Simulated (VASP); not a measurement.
# Rh (P6_3/mmc) in VASP: notebook, part 2 of 2

VASP 6.6.1. The steps go on from the part before.

### Step 3. Relaxation of cell and atoms, PBE

This run uses another cell than the first one, of 13.72 Å³/atom, 0.973 times its volume.

INCAR reads:

```
ALGO     = Fast           # electronic algorithm
EDIFF    = 1E-7           # SCF threshold, eV
EDIFFG   = -0.01          # ionic threshold
ENCUT    = 600            # plane-wave cutoff, eV
GGA      = PE             # functional
IBRION   = 2              # ionic algorithm
ISIF     = 3              # what is computed and relaxed
ISMEAR   = 0              # smearing method
LASPH    = T              # aspherical terms in the spheres
LCHARG   = F              # write CHGCAR
LREAL    = F              # projectors in reciprocal space
LWAVE    = F              # write WAVECAR
NELM     = 100            # most SCF steps
NSW      = 80             # ionic steps
PREC     = Accurate       # precision mode
SIGMA    = 0.05           # smearing width, eV
```

KPOINTS reads:

```
k-points
0
Gamma
  18 18 10
```

POSCAR reads:

```
Rh
1.0
    2.6868192162      0.0000000000      0.0000000000
   -1.3434096081      2.3268536966      0.0000000000
    0.0000000000      0.0000000000      4.3884713865
Rh
2
Direct
    0.3333333333      0.6666666667      0.7500000000
    0.6666666667      0.3333333333      0.2500000000
```

Potentials or basis: VASP PAW PBE potentials, release 64 (Rh_pv).

Command:

```bash
> cat potpaw_PBE.64/Rh_pv/POTCAR > POTCAR
> mpirun -np 1 vasp_std > vasp.out
```

OUTCAR:

```text
EDIFF = 1E-7
   EDIFFG = -0.01
   ENCUT = 600
   GGA = PE
   IBRION = 2
   ISIF = 3
   ISMEAR = 0
   LASPH = T
   LREAL = F
   NELM = 100
   NSW = 80
   PREC = Accurate

 ion  position               nearest neighbor table
   1  0.333  0.667  0.750-   2 2.69   2 2.69   2 2.69   2 2.69   2 2.69   2 2.69
   2  0.667  0.333  0.250-   1 2.69   1 2.69   1 2.69   1 2.69   1 2.69   1 2.69

  LATTYP: Found a hexagonal cell.
 ALAT       =     2.6868192162
 C/A-ratio  =     1.6333333333

  Lattice vectors:

 A1 = (   2.6868192162,   0.0000000000,   0.0000000000)
 A2 = (  -1.3434096081,   2.3268536966,   0.0000000000)
 A3 = (   0.0000000000,   0.0000000000,   4.3884713865)

Analysis of symmetry for initial positions (statically):
=====================================================================
 Subroutine PRICEL returns:
 Original cell was already a primitive cell.

 Routine SETGRP: Setting up the symmetry group for a
 hexagonal supercell.

 Subroutine GETGRP returns: Found 24 space group operations
 (whereof 12 operations were pure point group operations)
 out of a pool of 24 trial point group operations.

The static configuration has the point symmetry D_3d.
 The point group associated with its full space group is D_6h.

Analysis of symmetry for dynamics (positions and initial velocities):
=====================================================================
 Subroutine PRICEL returns:
 Original cell was already a primitive cell.

 Routine SETGRP: Setting up the symmetry group for a
 hexagonal supercell.

 Subroutine GETGRP returns: Found 24 space group operations
 (whereof 12 operations were pure point group operations)
 out of a pool of 24 trial point group operations.

The dynamic configuration has the point symmetry D_3d.
 The point group associated with its full space group is D_6h.

 Subroutine INISYM returns: Found 24 space group operations
 (whereof 12 operations are pure point group operations),
 and found     1 'primitive' translations

----------------------------------------------------------------------------------------

                                     Primitive cell

  volume of cell :      27.4360

  direct lattice vectors                    reciprocal lattice vectors
     2.686819216  0.000000000  0.000000000     0.372187304  0.214882440  0.000000000
    -1.343409608  2.326853697  0.000000000     0.000000000  0.429764880  0.000000000
     0.000000000  0.000000000  4.388471387     0.000000000  0.000000000  0.227869778

  length of vectors
     2.686819216  2.686819216  4.388471387     0.429764880  0.429764880  0.227869778

  position of ions in fractional coordinates (direct lattice)
     0.333333333  0.666666667  0.750000000
     0.666666667  0.333333333  0.250000000

  ion indices of the primitive-cell ions
   primitive index   ion index
                 1           1
                 2           2

----------------------------------------------------------------------------------------

 KPOINTS: k-points

Automatic generation of k-mesh.
 Grid dimensions read from file:
 generate k-points for:   18   18   10

 Generating k-lattice:
[... 45 lines left out ...]
   number of dos      NEDOS =    301   number of ions     NIONS =      2
   total plane-waves  NPLWV =  20736
   dimension x,y,z NGX =    24 NGY =   24 NGZ =   36
   dimension x,y,z NGXF=    48 NGYF=   48 NGZF=   72
   ions per type =               2
   NGX,Y,Z   is equivalent  to a cutoff of  14.85, 14.85, 13.64 a.u.
   NGXF,Y,Z  is equivalent  to a cutoff of  29.70, 29.70, 27.28 a.u.
 SYSTEM =  unknown system
   PREC   = accura    normal or accurate (medium, high low for compatibility)
   ISTART =      0    job   : 0-new  1-cont  2-samecut
   ICHARG =      2    charge: 1-file 2-atom 10-const
   ISPIN  =      1    spin polarized calculation?
   LNONCOLLINEAR =      F non collinear calculations
   LSORBIT =      F    spin-orbit coupling
   LASPH  =      T    aspherical Exc in radial PAW
   ENCUT  =  600.0 eV  44.10 Ry    6.64 a.u.   5.37  5.37  8.76*2*pi/ulx,y,z
   NELM   =    100;   NELMIN=  2; NELMDL= -5     # of ELM steps
   EDIFF  = 0.1E-06   stopping-criterion for ELM
   LREAL  =      F    real-space projection
   EDIFFG = -.1E-01   stopping-criterion for IOM
   NSW    =     80    number of steps for IOM
   IBRION =      2    ionic relax: 0-MD 1-quasi-New 2-CG
   NFREE  =      1    steps in history (QN), initial steepest desc. (CG)
   ISIF   =      3    stress and relaxation
   ISYM   =      2    0-nonsym 1-usesym 2-fastsym
   POTIM  = 0.5000    time-step for ionic-motion
   TEBEG  =    0.0;   TEEND  =   0.0 temperature during run
   PSTRESS=    0.0 pullay stress
   NELECT =      30.0000    total number of electrons
   NUPDOWN=      -1.0000    fix difference up-down
   EMIN   =  10.00;   EMAX   =-10.00  energy-range for DOS
   EFERMI =   0.00;   METHOD = LEGACY
   ISMEAR =     0;   SIGMA  =   0.05  broadening in eV -4-tet -1-fermi 0-gaus
   EFERMI_NEDOS =   21; number of points for ismear=-14 and -15
   IALGO  =     68    algorithm
   IMIX   =      4    mixing-type and parameters
     AMIX     =   0.40;   BMIX     =  1.00
     AMIX_MAG =   1.60;   BMIX_MAG =  1.00
  volume/ion in A,a.u.               =      13.72        92.57
  Fermi-wavevector in a.u.,A,eV,Ry     =   1.686585  3.187184 38.702725  2.844570
  Thomas-Fermi vector in A             =   2.769224
   LORBIT       =      0    0 simple, 1 ext, 2 COOP (PROOUT), +10 PAW based schemes
   GGA     = PE    functional components
   LHFCALC =     F    Hartree Fock is set to
   AEXX    =    0.0000 exact exchange contribution
   IVDW    =     0    specifies the selected vdW correction
   LEPSILON=     F    determine dielectric tensor
   LRPA    =     F    only Hartree local field effects (RPA)
 conjugate gradient relaxation of ions
 non-spin polarized calculation
 RMM-DIIS sequential band-by-band and
 Gauss-broadening in eV      SIGMA  =   0.05
  energy-cutoff  :      600.00
  volume of cell :       27.44
 maximum number of plane-waves:       941
 NGX is ok and might be reduce to    24
   NGX = 11   NGY = 11   NGZ = 17

--------------------------------------- Ionic step        1  -------------------------------------------

 number of electron      30.0000004 magnetization

 Free energy of the ion-electron system (eV)
  ---------------------------------------------------
  ext. energy  EPLUGINS =         0.00000000
  ---------------------------------------------------
  free energy    TOTEN  =       -14.42358351 eV

  energy without entropy =      -14.41872346  energy(sigma->0) =      -14.42115349

------------------------ aborting loop because EDIFF is reached ----------------------------------------

  FORCE on cell =-STRESS in cart. coord.  units (eV):
  Direction    XX          YY          ZZ          XY          YZ          ZX
  --------------------------------------------------------------------------------------
  -------------------------------------------------------------------------------------
  Total        1.4750987      1.4750987      0.8035350      0.0000000      0.0000000      0.0000000
  in kB       86.1411886     86.1411886     46.9239549      0.0000000      0.0000000      0.0000000
  external PRESSURE =      73.0687774 kB  Pullay stress =       0.0000000 kB
[... 167 lines left out ...]
--------------------------------------- Ionic step        6  -------------------------------------------

 number of electron      30.0000004 magnetization

 Free energy of the ion-electron system (eV)
  ---------------------------------------------------
  ext. energy  EPLUGINS =         0.00000000
  ---------------------------------------------------
  free energy    TOTEN  =       -14.44349698 eV

  energy without entropy =      -14.43889845  energy(sigma->0) =      -14.44119771

 E-fermi :  11.5667     XC(G=0): -13.8731

 val. band max:       11.5638178420   @ k =   0.2222   0.0556   0.4000
 cond. band min:      11.5685052070   @ k =   0.3333   0.3333   0.1000
 fundamental gap:      0.0046873650
 Fermi energy:        11.5667226418

 k-point     1 :       0.0000    0.0000    0.0000
  band No.  band energies     occupation
      1     -35.5752      2.00000
      2     -34.9549      2.00000
      3     -34.9549      2.00000
      4     -34.8765      2.00000
      5     -34.8526      2.00000
      6     -34.8526      2.00000
[... 505 lines left out ...]
      6     -34.9727      2.00000
[... 11 lines left out ...]
     18      17.8218      0.00000
     19      21.7626      0.00000

 [... further k-points ...]

------------------------ aborting loop because EDIFF is reached ----------------------------------------

  FORCE on cell =-STRESS in cart. coord.  units (eV):
  Direction    XX          YY          ZZ          XY          YZ          ZX
  --------------------------------------------------------------------------------------
  -------------------------------------------------------------------------------------
  Total        0.0024874      0.0024874     -0.0011531      0.0000000      0.0000000      0.0000000
  in kB        0.1414340      0.1414340     -0.0655674      0.0000000      0.0000000      0.0000000
  external PRESSURE =       0.0724335 kB  Pullay stress =       0.0000000 kB
[... 17 lines left out ...]
  FREE ENERGIE OF THE ION-ELECTRON SYSTEM (eV)
  ---------------------------------------------------
  free  energy   TOTEN  =       -14.4434969835 eV

  energy  without entropy=      -14.4388984454  energy(sigma->0) =      -14.44119771

 reached required accuracy - stopping structural energy minimisation
```

Wall time 3.3 min (1 thread of Intel Xeon 6975P-C (Granite Rapids), shared host); peak memory 0.25 GiB.

What came out:

```yaml
Free_energy: -14.4435 eV
Relaxed_volume: 14.09 Å³/atom
Relaxed_cell: a = 2.725 Å, b = 2.725 Å, c = 4.381 Å, α = 90.00°, β = 90.00°, γ = 120.00°
Space_group_after_relaxing_to_0.05_Å: P6_3/mmc (No. 194)
Energy_gained_by_relaxing: 10.0 meV/atom
Ionic_steps: 6
Pressure_after_relaxing: 0.0 GPa
Band_gap_on_the_k_mesh: none (metal or under the smearing width)
```

The path:
```
step  energy change (eV)  largest force (eV/Å)  pressure (GPa)  volume (Å³)
   1              0.0000                0.0000            7.31        27.44
   2              0.0622                0.0000          -13.59        29.99
   3             -0.0181                0.0000           -0.46        28.23
   4             -0.0181                0.0000           -0.35        28.21
   5             -0.0199                0.0000           -0.02        28.18
   6             -0.0199                0.0000            0.01        28.18
```

Final structure:
```
CELL_PARAMETERS angstrom
2.72524 0.00000 0.00000
-1.36262 2.36013 0.00000
0.00000 0.00000 4.38087
ATOMIC_POSITIONS crystal
Rh 0.33333 0.66667 0.75000
Rh 0.66667 0.33333 0.25000
```
